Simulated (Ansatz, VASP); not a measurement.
**TaN: VASP beside Ansatz**

```
CELL_PARAMETERS angstrom
0.00000 2.17900 2.28795
2.17900 0.00000 2.28795
2.17900 2.17900 0.00000
ATOMIC_POSITIONS crystal
Ta 0.50000 0.50000 0.50000
N 0.00000 0.00000 0.00000
```

Change from the starting cell: strain +0.000 along x and y, +0.050 along z, atoms carried along.

Alike in both runs: task single point; functional PBEsol; k mesh 18 × 18 × 18; occupations gaussian, width 0.15 eV; no spin polarisation.

|  | VASP | Ansatz |
| --- | --- | --- |
| version | VASP 6.6.1 | Ansatz 0.2.0 |
| potentials or method | VASP PAW PBE potentials, release 64 (Ta_pv, N) | scalar-relativistic, plane waves, PAW |
| plane-wave cutoff (eV) | 520 | 420 |
| valence electrons in the cell | 16 | 18 |

Ansatz gave:

| Quantity | Value |
| --- | --- |
| gap on the k mesh at the Fermi level (eV) | none |
| pressure (GPa) | -10.1 |
| largest component of the traceless stress (GPa) | 13.60 |

**Question.** What did VASP give for the same quantities?

**Answer.** gap on the k mesh at the Fermi level (eV): none; pressure (GPa): -9.3; largest component of the traceless stress (GPa): 13.74.

A gap of «none» marks a metal or a gap that the smearing closes. The two sets of potentials don't hold the same shells in valence.

Caveats: the PAW data sets were made with another functional, which shifts forces and pressure a little (VASP). Spin-orbit coupling is left out, which matters for the levels of Ta.
